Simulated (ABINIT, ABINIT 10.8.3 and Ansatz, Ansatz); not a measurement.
# BeTe (F-43m): Bethe-Salpeter spectra with ABINIT

Aim: the absorption spectrum of BeTe (F-43m) with electron-hole interaction, and what each part of the kernel does.

Calculated with ABINIT 10.8.3 and Ansatz 0.2.0; PBE and many-body steps on it, plane waves.

Report form: the programs' logs are mostly left out.

## 1. The structure

Symmetry: F-43m, No. 216, cubic system. The conventional cell has a = 5.663 Å, b = 5.663 Å, c = 5.663 Å, α = 90.00°, β = 90.00°, γ = 90.00°. Nearest to Be lie 4 Te at 2.45 Å. Nearest to Te lie 4 Be at 2.45 Å. Farther neighbours and most contacts between anions are not listed.

Structure file:

```cif
data_structure
_symmetry_space_group_name_H-M 'F-43m'
_symmetry_Int_Tables_number 216
_cell_length_a 5.6629
_cell_length_b 5.6629
_cell_length_c 5.6629
_cell_angle_alpha 90.000
_cell_angle_beta 90.000
_cell_angle_gamma 90.000
_cell_volume 181.60
loop_
_atom_site_label
_atom_site_type_symbol
_atom_site_symmetry_multiplicity
_atom_site_Wyckoff_symbol
_atom_site_fract_x
_atom_site_fract_y
_atom_site_fract_z
_atom_site_occupancy
Be1 Be 4 a 0.00000 0.00000 0.00000 1
Te1 Te 4 c 0.25000 0.25000 0.25000 1
```

The cell and positions are those that the Materials Project relaxed with its own functionals (PBE, PBE+U or r2SCAN), kept fixed. Spin-orbit coupling is left out unless a step names it.

## 2. Empty states on the mesh, 6×6×6 mesh, 112 bands

This step: ABINIT 10.8.3; DFT, PBE, plane waves, norm-conserving pseudopotentials.

The sums over transitions need many empty states on a uniform mesh; this step solves for them.

Contents of run.abi:

```
acell 3*1.0 Angstrom
rprim 
  -0.000000000000 2.831458787600 2.831458787600
  2.831458787600 0.000000000000 2.831458787600
  2.831458787600 2.831458787600 0.000000000000
ntypat 2
znucl 4 52
natom 2
typat 1 2
xred 
  0.000000000000 0.000000000000 0.000000000000
  0.750000000000 0.750000000000 0.750000000000
pp_dirpath "pseudos"
pseudos "Be.upf, Te.upf"
ecut 49
ngkpt 6 6 6
nshiftk 1
shiftk 0 0 0
kptopt 1
chksymbreak 0
iscf -2
irdden 1
istwfk *1
nband 112
nbdbuf 10
tolwfr 1e-09
nstep 60
prtvol 0
indata_prefix "in"
outdata_prefix "out"
tmpdata_prefix "tmp"
```

Started as:

```sh
> OMP_NUM_THREADS=1 mpirun -n 8 abinit run.abi > log
```

Wall time 55 s (8 MPI ranks of Arm Neoverse N1, shared host); peak memory 0.7 GiB; 7.4 min of CPU time.

Numbers from this step:

| Quantity | Value |
| --- | --- |
| gap | 2.027 eV |
| k of the valence top | 0, 0, 0 |
| k of the conduction bottom | 0.5, 0.5, 0 |
| least direct gap | 3.644 eV |
| k points computed | 16 |
| lowest point of the top converged band, above the valence top | 76.7690 eV |

On this mesh the gap is 2.027 eV.

The density comes from a self-consistent run that is not shown.

## 3. Screening, 6×6×6 mesh, 102 bands, screening to 149.7 eV

The RPA dielectric matrix is built and inverted for each q.

This step: RPA screening on PBE, plane waves, norm-conserving pseudopotentials.

Changes to run.abi since step 2:

```diff
@@ -20,10 +20,11 @@
 chksymbreak 0
-iscf -2
-irdden 1
 istwfk *1
-nband 112
-nbdbuf 10
-tolwfr 1e-09
-nstep 60
-prtvol 0
+occopt 1
+irdwfk 1
+optdriver 3
+nband 102
+ecuteps 5.5
+inclvkb 2
+awtr 1
+symchi 1
 indata_prefix "in"
```

Elapsed: 3.7 min, on 8 MPI ranks; peak memory 2.7 GiB.

This step gave:

* ε∞ with local fields, on this mesh, along the program's q direction: 7.333
* the same without local fields: 8.483
* plasma frequency: 29.16 eV
* plane waves in the screening matrix: 169

Local fields lower ε∞ by 14 %.

## 4. Self-energy, 6×6×6 mesh, 102 bands, screening to 149.7 eV

The self-energy is evaluated for the states that the input lists, and the levels follow from it, in one-shot runs by the linearised quasiparticle equation.

This step: G0W0 on PBE, plane waves, norm-conserving pseudopotentials.

Changes to run.abi since step 3:

```diff
@@ -23,8 +23,17 @@
 irdwfk 1
-optdriver 3
+optdriver 4
 nband 102
+gwcalctyp 0
+ecutsigx 49
+symsigma 1
+nkptgw 2
+kptgw 
+  0.0000000000 0.0000000000 0.0000000000
+  0.5000000000 0.5000000000 0.0000000000
+bdgw 
+  12 17
+  13 16
 ecuteps 5.5
-inclvkb 2
-awtr 1
-symchi 1
+irdscr 1
+ppmodel 1
 indata_prefix "in"
```

Wall time 13 s (8 MPI ranks); peak memory 2 GiB; 1.8 min of CPU time.

This step gave:

- G0W0 gap on the points computed: 2.786 eV
- starting gap on the mesh: 2.027 eV
- k of the valence top: 0, 0, 0
- k of the conduction bottom: 0.5, 0.5, 0
- least direct G0W0 gap on the computed points: 4.662 eV

The gap on the mesh goes from 2.03 eV to 2.79 eV, a correction of +0.76 eV.

The gap opens by 0.759 eV; the next steps shift the empty bands rigidly by 0.759 eV. The least direct G0W0 gap is 4.662 eV, so this shift leaves the direct transitions −0.26 eV off.

## 5. Beyond Tamm-Dancoff

Optical absorption needs the electron-hole interaction, solved here in a basis of vertical transitions on the mesh.

This step: Bethe-Salpeter equation on PBE with a scissors shift, plane waves, norm-conserving pseudopotentials.

Changes to run.abi since step 4:

```diff
@@ -23,17 +23,17 @@
 irdwfk 1
-optdriver 4
-nband 102
-gwcalctyp 0
-ecutsigx 49
-symsigma 1
-nkptgw 2
-kptgw 
-  0.0000000000 0.0000000000 0.0000000000
-  0.5000000000 0.5000000000 0.0000000000
-bdgw 
-  12 17
-  13 16
-ecuteps 5.5
+optdriver 99
+bs_calctype 1
+mbpt_sciss 0.759 eV
+bs_loband 13
+nband 16
+bs_exchange_term 1
+bs_coulomb_term 11
+bs_coupling 1
+bs_algorithm 1
+bs_freq_mesh 0 8 0.05 eV
+zcut 0.15 eV
+ecuteps 4
+ecutwfn 24.5
+inclvkb 2
 irdscr 1
-ppmodel 1
 indata_prefix "in"
```

It took 91 s on 8 MPI ranks; peak memory 0.86 GiB.

This step gave:

| Quantity | Value |
| --- | --- |
| direct gap of the transition levels | 4.403 eV |
| transitions in the window | 864 |
| lowest state | 4.13 eV |
| binding of the lowest state below the direct gap | 0.2726 eV |
| Coulomb term of one mesh cell | 0.2605 eV |

The binding is 1.0 times the screened Coulomb term of one mesh cell (0.26 eV), so it is not shown settled.

The lowest state lies at 4.130 eV, 0.273 eV under the direct gap.

Mean over the three Cartesian directions of q; broadening 0.15 eV; transition window only. Limits: finite bands, cutoff and mesh; no spin-orbit coupling; exciton not shown settled in the k mesh. ε₂ against photon energy; read off at these points:

```
photon energy (eV)     BSE  no electron-hole interaction  Kohn-Sham, no shift
              0.00       0                             0                    0
              0.20  0.0133                       0.00997               0.0158
              0.40   0.027                        0.0202               0.0319
              0.60  0.0412                        0.0307               0.0489
              0.80  0.0564                        0.0417                0.067
              1.00  0.0728                        0.0535               0.0868
              1.20  0.0910                        0.0663                0.109
              1.40   0.112                        0.0804                0.135
              1.60   0.135                        0.0962                0.165
              1.80   0.163                         0.114                0.200
              2.00   0.197                         0.135                0.245
              2.20   0.238                         0.160                0.301
              2.40   0.291                         0.189                0.375
              2.60   0.358                         0.225                0.476
              2.80   0.450                         0.270                0.623
              3.00   0.579                         0.328                0.852
              3.20   0.772                         0.406                 1.26
              3.40    1.08                         0.513                 2.15
              3.60    1.66                         0.672                 4.80
              3.80    2.93                         0.927                 10.5
              4.00    6.84                          1.39                 14.0
              4.20    17.9                          2.49                 11.8
              4.30    21.1                          3.70                 10.6
              4.40    18.7                          5.73                 13.0
              4.60    16.1                          11.2                 19.3
              4.80    13.4                          14.9                 30.6
              4.90    18.1                          13.6                 36.8
              5.00    20.9                          10.9                 31.2
              5.20    22.5                          14.9                 12.0
              5.30    25.9                          18.7                 8.67
              5.40    23.2                          19.8                 7.05
              5.60    10.6                          34.1                 7.19
              5.65    8.50                          36.7                 7.24
              5.80    5.54                          26.5                 6.25
              6.00    4.97                          10.3                 4.68
              6.20    5.15                          6.87                 3.36
              6.40    4.13                          7.24                 4.89
              6.60    2.52                          6.10                 4.18
              6.80    2.99                          4.10                 5.55
              7.00    3.24                          3.54                 7.24
              7.20    3.17                          5.09                 5.90
              7.40    5.54                          4.09                 4.39
              7.50    6.08                          4.74                 3.57
              7.60    5.70                          6.20                 3.64
              7.80    4.52                          7.11                 2.56
```

## 6. Dielectric constant by perturbation theory

This step: Ansatz 0.2.0; DFT, PBE, linear response to an electric field, plane waves, PAW.

The response to a uniform field gives ε∞, a yardstick for the screening that GW builds on its mesh.

Contents of input.yaml:

```yaml
crystal:
  lattice:
    - [0.0, 2.8314587876, 2.8314587876]
    - [2.8314587876, 0.0, 2.8314587876]
    - [2.8314587876, 2.8314587876, 0.0]
  atoms:
    - { symbol: Be, position: [0.0, 0.0, 0.0] }
    - { symbol: Te, position: [0.75, 0.75, 0.75] }
kpoints:
  mp_grid: { grid: [6, 6, 6] }
hamiltonian:
  xc: pbe
scf:
  occupations: { method: fixed }
dielectric: {}
```

Started as:

```sh
> ansatz run input.yaml --threads 8 --pin off --max-ram 18432MiB --backend cpu --events-out ev --progress --plain --runs-dir out
```

It took 7.5 s on 8 threads; peak memory 0.43 GiB.

The field response gives a mean ε∞ of 7.42, which the model screening below takes as its input.

## 7. Model screening

This step: ABINIT 10.8.3; Bethe-Salpeter equation on PBE with a scissors shift, plane waves, norm-conserving pseudopotentials.

Changes to run.abi since step 5:

```diff
@@ -26,9 +26,9 @@
 mbpt_sciss 0.759 eV
-bs_loband 13
-nband 16
+bs_loband 12
+nband 17
 bs_exchange_term 1
-bs_coulomb_term 11
-bs_coupling 1
-bs_algorithm 1
-bs_freq_mesh 0 8 0.05 eV
+bs_coulomb_term 21
+bs_coupling 0
+bs_algorithm 2
+bs_freq_mesh 0 10 0.1 eV
 zcut 0.15 eV
@@ -37,3 +37,6 @@
 inclvkb 2
-irdscr 1
+mdf_epsinf 7.42
+irdden 1
+bs_haydock_niter 300
+bs_haydock_tol -0.02 0
 indata_prefix "in"
```

Started as:

```sh
> OMP_NUM_THREADS=1 mpirun -n 8 abinit run.abi > log
```

Run time: 1.8 min. Hardware: 8 MPI ranks; peak memory 0.82 GiB.

Numbers from this step:

```
direct gap of the transition levels : 4.403 eV
transitions in the window           : 1944
Coulomb term of one mesh cell       : 0.2576 eV
```

Mean over the three Cartesian directions of q; broadening 0.15 eV; transition window only. Limits: finite bands, cutoff and mesh; no spin-orbit coupling; exciton not shown settled in the k mesh. Table of ε₂ by photon energy; read off at these points:

```
photon energy (eV)     BSE  no electron-hole interaction  Kohn-Sham, no shift
              0.00       0                             0                    0
              0.30  0.0218                        0.0167               0.0263
              0.50  0.0369                        0.0282               0.0446
              0.80   0.061                        0.0463               0.0741
              1.10  0.0882                        0.0663                0.108
              1.40   0.120                        0.0892                0.149
              1.60   0.145                         0.107                0.182
              1.90   0.192                         0.138                0.244
              2.20   0.253                         0.176                0.332
              2.40   0.307                         0.209                0.413
              2.70   0.419                         0.272                0.597
              3.00   0.598                         0.362                0.945
              3.20   0.789                         0.447                 1.41
              3.50    1.32                         0.645                 3.70
              3.80    2.86                          1.03                 11.1
              4.10    10.9                          2.06                 15.0
              4.30    19.2                          4.46                 11.3
              4.50    19.8                          9.46                 19.8
              4.60    17.7                          11.7                 21.5
              4.90    18.8                          14.0                 37.4
              5.10    22.1                          12.1                 20.1
              5.30    29.9                          21.2                 9.63
              5.40    28.2                          21.6                 8.64
              5.70    8.75                          36.5                 9.22
              5.90    6.59                          16.4                 7.04
              6.20    7.50                          8.82                 4.71
              6.50    4.45                          8.72                 6.58
              6.80    4.38                          5.16                 7.21
              7.00    4.78                          5.00                 9.47
              7.30    5.32                          6.03                 9.54
              7.60    7.93                          7.97                 5.25
              7.80    8.73                          9.70                 4.05
              8.10    5.51                          8.81                 2.68
              8.40    4.24                          5.20                 1.28
              8.60    3.12                          3.99                0.961
              8.90    1.84                          2.31                0.801
              9.20    1.31                          1.22                0.860
              9.50   0.985                         0.877                0.666
              9.70    1.09                         0.772                0.381
             10.00   0.874                         0.941                0.323
```

## 8. Empty states on the mesh, 6×6×6 mesh, 28 bands

This step: DFT, PBE, plane waves, norm-conserving pseudopotentials.

Contents of run.abi:

```
acell 3*1.0 Angstrom
rprim 
  -0.000000000000 2.831458787600 2.831458787600
  2.831458787600 0.000000000000 2.831458787600
  2.831458787600 2.831458787600 0.000000000000
ntypat 2
znucl 4 52
natom 2
typat 1 2
xred 
  0.000000000000 0.000000000000 0.000000000000
  0.750000000000 0.750000000000 0.750000000000
pp_dirpath "pseudos"
pseudos "Be.upf, Te.upf"
ecut 49
ngkpt 6 6 6
nshiftk 1
shiftk 0.11 0.21 0.31
kptopt 3
chksymbreak 0
iscf -2
irdden 1
istwfk *1
nband 28
nbdbuf 4
tolwfr 1e-09
nstep 60
prtvol 0
indata_prefix "in"
outdata_prefix "out"
tmpdata_prefix "tmp"
```

It took 98 s on 8 MPI ranks; peak memory 0.99 GiB; 13 min of CPU time.

Numbers from this step:

| Item | Value |
| --- | --- |
| gap | 2.088 eV |
| k of the valence top | 0.0183, 0.035, 0.0517 |
| k of the conduction bottom | 0.0183, -0.465, -0.4483 |
| least direct gap | 3.638 eV |
| k points computed | 216 |
| lowest point of the top converged band, above the valence top | 11.78 eV |

On this mesh the gap is 2.088 eV.

(Continued in part 2 of 2.)

[Paths, hosts, dates, memory and timing lines, banners, echoed tables and standing remarks are left out of the program output.]

[Logs are printed without paths, hosts, clocks, repeated set-up lines and the standing remarks that a program may print on its own settings, such as how far it seeks lower states.]

[Runs of the session that timed out or met a known fault of the program may be left out.]

[Hosts, paths, dates, database ids (printed as entryN), source tags and the programs' standing remarks are cut or masked in the printed files.]

[G0W0 gaps are taken among the corrected bands and points alone; a level outside them can change the order at an edge.]

[Where Ansatz stands beside ABINIT at settings called matched, ABINIT's density can come from a denser mesh and the files from another edition; pairs whose starting gaps differed by over 0.03 eV were left out, so agreement reads better than it is.]
